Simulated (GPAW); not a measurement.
# SnTe in GPAW: the effect of functional

The system is SnTe.

```
CELL_PARAMETERS angstrom
0.00000 3.15085 3.15085
3.15085 0.00000 3.15085
3.15085 3.15085 0.00000
ATOMIC_POSITIONS crystal
Te 0.50000 0.50000 0.50000
Sn 0.00000 0.00000 0.00000
```

Alike in all runs:

```yaml
Program: GPAW 26.7.0
Task: dielectric tensor
Cutoff: 400 eV
Basis: pw
k_mesh: 6 × 6 × 6
Occupations: fermi-dirac, width 0.001 eV
Spin: no spin polarisation
```

```csv
functional,potentials or basis,dielectric constant (mean)
LDA,the program's PAW data sets (release 1.2.1) made for this functional,74.77
AM05,PAW data sets generated in the run's folder for this functional,70.55
PBEsol,PAW data sets generated in the run's folder for this functional,68.21
RPBE,the program's PAW data sets (release 1.2.1) made for this functional,?
GLLB-SC,the program's PAW data sets (release 1.2.1) made for this functional,2904.62
```

Q: What does the run with functional RPBE give?

A: Dielectric constant 91.17 mean.

Caveats: the long-wavelength limit can be off by a per cent or two; a model potential gives levels but no total energy (some runs); response on these states lacks terms of the Hamiltonian (some runs).

Runs at the PBE level aren't shown here.
